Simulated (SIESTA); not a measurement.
Runs of SIESTA 5.4.2 on NaCl. It takes space group Pm-3m (No. 221, cubic). The conventional cell has a = 3.502 Å, b = 3.502 Å, c = 3.502 Å, α = 90.00°, β = 90.00°, γ = 90.00°. Cl (site symmetry m-3m) has 8 Na at 3.03 Å as nearest neighbours. Na (site symmetry m-3m) is surrounded by 8 Cl at 3.03 Å. Measurements of this composition are mostly on another form, of space group No. 225.

```csv
task,level,cell,k mesh,broadening (eV),window to (eV),polarisation,direction,optical mesh offset,gap on the mesh (eV),pressure (GPa),V0 of scaled cells (Å³/atom),B0 (GPa)
optical spectrum,PBE,as given,6 × 6 × 6,0.1 eV,30 eV,polarized,1.0 0.0 0.0,true,3.98,0.0,-,-
single point,PBE,as given,8 × 8 × 8,-,-,-,-,-,3.98,0.0,-,-
equation of state,PBE,as given,8 × 8 × 8,-,-,-,-,-,-,-,21.49,(a)
equation of state,BLYP,as given,8 × 8 × 8,-,-,-,-,-,-,-,22.53,24
single point,PBE,"atoms moved at random, drawn with an rms of 0.05 Å",8 × 8 × 8,-,-,-,-,-,3.99,0.0,-,-
```

Alike in all rows: potentials or basis PseudoDojo 0.4 standard (PBE files), DZP (energy shift 0.002 Ry; radii capped at 9.5 bohr); no spin polarisation; smearing fermi-dirac 0.05 eV; grid cutoff 800 Ry; energy shift 0.002 Ry.

Task: Fill in the values left out.

Result: (a) 27.

Caveats: semicore shells carry a single zeta, which can move pressures by several GPa and volumes by a few percent; the basis of atomic orbitals isn't converged, which shifts pressures, moduli and gaps; the basis holds too few empty states to meet the f-sum rule, so the spectrum is short of weight at high energy (some runs); spectra need much finer meshes, so this one isn't converged (some runs); independent-particle spectra lack excitons (some runs); the potentials were made for another functional, which shifts forces and pressure (some runs).

A k mesh can miss the band edges.
